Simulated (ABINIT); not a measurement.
# MoS2 (P-3m1) in ABINIT: a series of runs

The runs below take MoS2 through relaxation of cell and atoms, with PW91, WC.

Program: ABINIT 10.8.3 (patched build). These are calculated values, not measurements. Logs are shortened: lines on timing, memory, paths and dates and some standing lists are left out, and cuts for length are marked. The log counts tension as positive stress, the text compression.

## (1) The structure

Symmetry: P-3m1, No. 164, trigonal system. Conventional cell: a = 3.227 Å, b = 3.227 Å, c = 6.312 Å, α = 90.00°, β = 90.00°, γ = 120.00°. Mo (site symmetry -3m) has 6 S at 2.42 Å as nearest neighbours. S (site symmetry 3m) is surrounded by 3 Mo at 2.42 Å.

Measurements of this composition are mostly on another form, of space group No. 194.

## (2) Relaxation of cell and atoms, PW91

run.abi reads:

```
# Pseudopotentials
pp_dirpath "./"
pseudos "Mo.GGA_PBE-JTH.xml, S.GGA_PBE-JTH.xml"

# Structure
acell 3.2274645616 3.2274645615 6.31247342 Angstrom
rprim
     1.0000000000     0.0000000000     0.0000000000
    -0.5000000000     0.8660254038     0.0000000000
     0.0000000000     0.0000000000     1.0000000000
ntypat 2
znucl 42 16
natom 3
typat 1 2 2
xred
     0.0000000000     0.0000000000     0.5000000000
     0.6666666667     0.3333333333     0.7446806800
     0.3333333333     0.6666666667     0.2553193200
chkprim 0
chksymtnons 0
tolsym 1.0e-6

# Plane-wave basis
ecut 24.0
pawecutdg 46.0
pawxcdev 0

# k points
kptopt 1
ngkpt 7 7 3
nshiftk 1
shiftk 0.0 0.0 0.0

# Exchange and correlation
ixc -109134

# Bands and occupations
nband 17
occopt 3
tsmear 0.05 eV

# SCF cycle
nstep 100
tolvrs 1.0e-9

# Output
iomode 3
prtwf 0
prtden 0
prteig 0
prtebands 0
enunit 1

# Relaxation
ionmov 2
ntime 60
tolmxf 0.0005
optcell 2
dilatmx 1.08
ecutsm 0.5
```

Potentials or basis: JTH PAW PBE v2.0.

Command:

```
> abinit run.abi > log 2>&1
```

run.abo:

```text
.Version 10.8.3 of ABINIT
 Symmetries : space group P-3 m 1 (#164); Bravais hP (primitive hexag.)
================================================================================
 Values of the parameters that define the memory need of the present run
     intxc =       0    ionmov =       2      iscf =      17    lmnmax =      18
     lnmax =       6     mgfft =      60  mpssoang =       3    mqgrid =    3934
     natom =       3  nloc_mem =       2    nspden =       1   nspinor =       1
    nsppol =       1      nsym =      12    n1xccc =       1    ntypat =       2
    occopt =       3   xclevel =       2
       mpw =        2740          nfft =       54000          nkpt =          20
 PAW method is used; the additional fine FFT grid is defined by:
   mgfftf=        80    nfftf =    162000
================================================================================
================================================================================

--------------------------------------------------------------------------------
------------- Echo of variables that govern the present computation ------------
--------------------------------------------------------------------------------
 -outvars: echo values of preprocessed input variables --------
            acell      6.0990241025E+00  6.0990241023E+00  1.1928845941E+01 Bohr
              amu      9.59400000E+01  3.20660000E+01
          chkprim           0
      chksymtnons           0
          dilatmx      1.08000000E+00
             ecut      2.40000000E+01 Hartree
           ecutsm      5.00000000E-01 Hartree
           enunit           1
           ionmov           2
              ixc     -109134
         kptrlatt        7    0    0      0    7    0      0    0    3
          kptrlen      3.57865378E+01
            natom           3
            nband          17
            ngfft          30      30      60
          ngfftdg          45      45      80
             nkpt          20
            nstep         100
             nsym          12
            ntime          60
           ntypat           2
           occopt           3
          optcell           2
        pawecutdg      4.60000000E+01 Hartree
         pawxcdev           0
           prtden           0
        prtebands           0
           prteig           0
            prtwf           0
            rprim      1.0000000000E+00  0.0000000000E+00  0.0000000000E+00
                      -5.0000000000E-01  8.6602540380E-01  0.0000000000E+00
                       0.0000000000E+00  0.0000000000E+00  1.0000000000E+00
          spgroup         164
           tolmxf      5.00000000E-04
           tolsym      1.00000000E-06
           tolvrs      1.00000000E-09
           tsmear      1.83746611E-03 Hartree
            typat      1  2  2
           useylm           1
[... 1595 lines left out ...]
 cartesian forces (hartree/bohr) at end:
    1      0.00000000000000     0.00000000000000    -0.00000000000000
    2      0.00000000000000    -0.00000000000000     0.00049963472860
    3     -0.00000000000000    -0.00000000000000    -0.00049963472860
 frms,max,avg= 2.3553007E-04 4.9963473E-04   0.000E+00  0.000E+00  0.000E+00 h/b

 cartesian forces (eV/Angstrom) at end:
    1      0.00000000000000     0.00000000000000    -0.00000000000000
    2      0.00000000000000    -0.00000000000000     0.02569225074486
    3     -0.00000000000000    -0.00000000000000    -0.02569225074486
 frms,max,avg= 1.2111443E-02 2.5692251E-02   0.000E+00  0.000E+00  0.000E+00 e/A
 length scales=  6.072893303058  6.072893302951 13.290106600610 bohr
              =  3.213636738043  3.213636737987  7.032821538743 angstroms
 Fermi (or HOMO) energy (eV) =   6.56057   Average Vxc (eV)=  -9.71534
 Eigenvalues (   eV  ) for nkpt=  20  k points:
 kpt#   1, nband= 17, wtk=  0.00680, kpt=  0.0000  0.0000  0.0000 (reduced coord)
 -55.43286  -29.44041  -29.40633  -29.40633   -8.28333   -7.07436    0.06282    2.57279
   2.57279    4.03294    5.40201    5.51636    5.51636    6.19360    6.19360    9.61417
   9.61417
 prteigrs : prtvol=0 or 1, do not print more k-points.

--- !EnergyTerms
iteration_state     : {dtset: 1, itime: 14, icycle: 1, }
comment             : Components of total free energy in Hartree
kinetic             :  1.85492165998605E+01
hartree             :  3.87031578903085E+01
xc                  : -1.12922696927471E+01
Ewald energy        : -4.73999742330536E+01
psp_core            :  2.09340995409704E+00
local_psp           : -1.03008888765090E+02
PAW spherical_terms :  1.26889232199572E+01
internal            : -8.96664250266672E+01
'-kT*entropy'       : -6.77274137637707E-04
total_energy        : -8.96671023008049E+01
total_energy_eV     : -2.43996615426509E+03
...

--- !EnergyTermsDC
iteration_state     : {dtset: 1, itime: 14, icycle: 1, }
comment             : '"Double-counting" decomposition of free energy'
band_energy         : -1.01097650366971E+01
Ewald energy        : -4.73999742330536E+01
psp_core            :  2.09340995409704E+00
xc_dc               : -3.73493053191888E+01
PAW spherical_terms :  3.09921196904964E+00
internal            : -8.96664226657929E+01
'-kT*entropy'       : -6.77274137637707E-04
total_energy_dc     : -8.96670999399305E+01
total_energy_dc_eV  : -2.43996609002243E+03
...

--- !EnergyTermsWithPAWCore
iteration_state     : {dtset: 1, itime: 14, icycle: 1, }
comment             : 'Components of total free energy, including PAW core contributions'
Total energy        : -4.84850752686258E+03
Total energy DC     : -4.84850752450170E+03
Total energy (eV)   : -1.31934611030004E+05
Total energy DC (eV): -1.31934610965761E+05
...

 rms coord change=  1.0025E-02   atom, delta coord (reduced):
     1       -0.000000000000      0.000000000000      0.000000000000
     2       -0.000000000000     -0.000000000000     -0.021265712283
     3        0.000000000000     -0.000000000000      0.021265712283

 Cartesian components of stress tensor (hartree/bohr^3)
  sigma(1 1)= -9.25379218E-07  sigma(3 2)=  0.00000000E+00
  sigma(2 2)= -9.25379089E-07  sigma(3 1)=  0.00000000E+00
  sigma(3 3)= -4.20797327E-06  sigma(2 1)= -8.82066527E-14

-Cartesian components of stress tensor (GPa)         [Pressure=  5.9418E-02 GPa]
- sigma(1 1)= -2.72255965E-02  sigma(3 2)=  0.00000000E+00
- sigma(2 2)= -2.72255928E-02  sigma(3 1)=  0.00000000E+00
- sigma(3 3)= -1.23802848E-01  sigma(2 1)= -2.59512932E-09

== END DATASET(S) ==============================================================
================================================================================

 -outvars: echo values of variables after computation  --------
            acell      6.0728933031E+00  6.0728933030E+00  1.3290106601E+01 Bohr
           etotal     -8.9667099940E+01
            fcart      2.9559169342E-29  3.2425389316E-28 -0.0000000000E+00
                       1.1823667737E-28 -2.3892392128E-28  4.9963472860E-04
                      -1.4779584671E-28 -8.5329971883E-29 -4.9963472860E-04
            rprim      1.0000000000E+00  0.0000000000E+00  0.0000000000E+00
                      -4.9999999999E-01  8.6602540379E-01  0.0000000000E+00
                       0.0000000000E+00  0.0000000000E+00  1.0000000000E+00
           strten     -9.2537921770E-07 -9.2537908935E-07 -4.2079732697E-06
                       0.0000000000E+00  0.0000000000E+00 -8.8206652703E-14
           xangst     -8.0094316707E-28  4.9715884383E-28  3.5164107694E+00
                       1.6068183690E+00  9.2769701788E-01  5.0876483664E+00
                       3.3190510705E-11  1.8553940358E+00  1.9451731723E+00
             xred     -1.5991489289E-28  1.7863549350E-28  5.0000000000E-01
                       6.6666666667E-01  3.3333333333E-01  7.2341496772E-01
                       3.3333333333E-01  6.6666666667E-01  2.7658503228E-01
 Calculation completed.
```

It took 9.7 min on 1 thread of AMD EPYC 7R43 (Zen 3), shared host; peak memory 0.15 GiB.

What came out:

| Quantity | Value |
| --- | --- |
| Free energy | -2439.9661 eV |
| Relaxed volume | 20.97 Å³/atom |
| Relaxed cell | a = 3.214 Å, b = 3.214 Å, c = 7.033 Å, α = 90.00°, β = 90.00°, γ = 120.00° |
| Space group after relaxing (to 0.05 Å) | P-3m1 (No. 164) |
| Energy gained by relaxing | 4.7 meV/atom |
| Ionic steps | 14 |
| Pressure after relaxing | 0.1 GPa |
| Largest force after relaxing | 0.026 eV/Å |
| Band gap on the k mesh | none (metal or under the smearing width) |
| Valence electrons inside the program's atomic spheres | Mo 11.23; S 3.59 |

Forces on the atoms (eV/Å):
```
Mo   0.000  0.000  0.000
S    0.000  0.000  0.026
S    0.000  0.000 -0.026
```

The path:
| step | energy change (eV) | largest force (eV/Å) | pressure (GPa) | volume (Å³) |
| --- | --- | --- | --- | --- |
| 1 | 0.0000 | 0.2788 | 1.61 | 56.94 |
| 2 | -0.0041 | 0.1395 | 0.68 | 57.23 |
| 3 | -0.0061 | 0.0131 | -0.25 | 57.50 |
| 4 | -0.0065 | 0.0363 | -0.32 | 57.50 |
| 5 | -0.0076 | 0.0794 | -0.20 | 57.40 |
| 6 | -0.0078 | 0.0652 | 0.01 | 57.33 |
| 7 | -0.0080 | 0.0438 | 0.20 | 57.29 |
| 8 | -0.0081 | 0.0226 | 0.36 | 57.31 |
| 9 | -0.0087 | 0.0137 | 0.62 | 57.45 |
| 10 | -0.0096 | 0.0782 | 0.93 | 57.95 |
| 11 | -0.0104 | 0.0709 | 0.80 | 58.34 |
| 12 | -0.0132 | 0.0096 | 0.19 | 59.98 |
| 13 | -0.0139 | 0.0389 | 0.12 | 62.44 |
| 14 | -0.0140 | 0.0257 | 0.06 | 62.90 |

Final structure:
```yaml
crystal:
  lattice:
    - [3.21364, 0.00000, 0.00000]
    - [-1.60682, 2.78309, 0.00000]
    - [0.00000, 0.00000, 7.03282]
  atoms:
    - { symbol: Mo, position: [0.00000, 0.00000, 0.50000] }
    - { symbol: S, position: [0.66667, 0.33333, 0.72341] }
    - { symbol: S, position: [0.33333, 0.66667, 0.27659] }
```

Caveat: the PAW data sets were made with another functional, which shifts forces and pressure a little; this functional lacks dispersion, which binds the layers, so the pressure and a relaxed spacing across them are unreliable.

## (3) Relaxation of cell and atoms, WC

run.abi, as its differences from that of step 2:

```diff
@@ -34,3 +34,3 @@
 # Exchange and correlation
-ixc -109134
+ixc 23
```

Potentials or basis: JTH PAW PBE v2.0.

Command:

```
> abinit run.abi > log 2>&1
```

Wall time 7.4 min (1 thread of AMD EPYC 7R43 (Zen 3), shared host); peak memory 0.16 GiB.

The run converged. Its results:

- Free energy: -2437.9443 eV
- Relaxed volume: 17.50 Å³/atom
- Relaxed cell: a = 3.171 Å, b = 3.171 Å, c = 6.030 Å, α = 90.00°, β = 90.00°, γ = 120.00°
- Space group after relaxing (to 0.05 Å): P-3m1 (No. 164)
- Energy gained by relaxing: 11.6 meV/atom
- Ionic steps: 13
- Pressure after relaxing: -0.1 GPa
- Largest force after relaxing: 0.009 eV/Å
- Band gap on the k mesh: none (metal or under the smearing width)
- Valence electrons inside the program's atomic spheres: Mo 11.27; S 3.59

Forces in eV/Å, atoms in the order of the input:
```
Mo   0.000  0.000  0.000
S    0.000  0.000 -0.009
S    0.000  0.000  0.009
```

The path:
| step | energy change (eV) | largest force (eV/Å) | pressure (GPa) | volume (Å³) |
| --- | --- | --- | --- | --- |
| 1 | 0.0000 | 0.0794 | -2.29 | 56.94 |
| 2 | -0.0070 | 0.1548 | -1.46 | 56.55 |
| 3 | -0.0195 | 0.2998 | 0.72 | 55.36 |
| 4 | -0.0228 | 0.2492 | 0.81 | 55.11 |
| 5 | -0.0258 | 0.0789 | 0.20 | 54.93 |
| 6 | -0.0261 | 0.0441 | -0.06 | 54.98 |
| 7 | -0.0263 | 0.0199 | -0.27 | 55.01 |
| 8 | -0.0267 | 0.0121 | -0.57 | 55.00 |
| 9 | -0.0280 | 0.0776 | -1.09 | 54.77 |
| 10 | -0.0296 | 0.1051 | -1.29 | 54.32 |
| 11 | -0.0338 | 0.0911 | -0.99 | 52.93 |
| 12 | -0.0346 | 0.0562 | -0.43 | 52.40 |
| 13 | -0.0349 | 0.0094 | -0.07 | 52.50 |

Final structure:
```
Mo S
1.0
     3.17059    0.00000    0.00000
    -1.58529    2.74581    0.00000
     0.00000    0.00000    6.03029
Mo S
1 2
Direct
  0.00000 0.00000 0.50000
  0.66667 0.33333 0.76107
  0.33333 0.66667 0.23893
```

Levels at points of the mesh, in eV from the Fermi level:
| k point | band 11 | band 12 | band 13 | band 14 | band 15 | band 16 |
| --- | --- | --- | --- | --- | --- | --- |
| (0.00, 0.00, 0.00) | -1.46 | -0.93 | -0.93 | -0.12 | -0.12 | 3.10 |

Caveat: the PAW data sets were made with another functional, which shifts forces and pressure a little; this functional lacks dispersion, which binds the layers, so the pressure and a relaxed spacing across them are unreliable.
